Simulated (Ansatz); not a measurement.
Runs of Ansatz 0.2.0 on MgS. It takes space group F-43m (No. 216, cubic). Conventional cell: a = 5.666 Å, b = 5.666 Å, c = 5.666 Å, α = 90.00°, β = 90.00°, γ = 90.00°. S (site symmetry -43m) is surrounded by 4 Mg at 2.45 Å. Mg (site symmetry -43m) has 4 S at 2.45 Å as nearest neighbours. The cell comes from a database or a generator and needn't be the stable form of this composition.

| task | level | potentials or basis | cell | k mesh | cutoff (eV) | basis error allowed | gap on the mesh (eV) | pressure (GPa) |
| --- | --- | --- | --- | --- | --- | --- | --- | --- |
| single point | PBE | all-electron LAPW, scalar-relativistic | as given | 8 × 8 × 8 | 208 | 0.001 eV/atom | 3.45 | 0.9 |
| single point | PBE0 | all-electron PAW datasets made for the crystal | as given | 6 × 6 × 6 | 250 | - | 5.19 | -0.2 |
| single point | PBE | all-electron LAPW, scalar-relativistic | atoms moved at random, drawn with an rms of 0.05 Å | 8 × 8 × 8 | 221 | 0.001 eV/atom | 3.37 | 1.1 |
| single point | PBE | all-electron PAW datasets made for the crystal | as given | 6 × 6 × 6 | 200 | - | 3.45 | 0.9 |
| single point | HSE06 | all-electron PAW datasets made for the crystal | as given | 6 × 6 × 6 | 250 | - | 4.51 | (a) |

Alike in all rows: no spin polarisation; smearing fermi-dirac 0.05 eV.

Fill in the values left out.

(a) -0.1.

A k mesh can miss the band edges.

The runs don't all hold the same shells in valence.
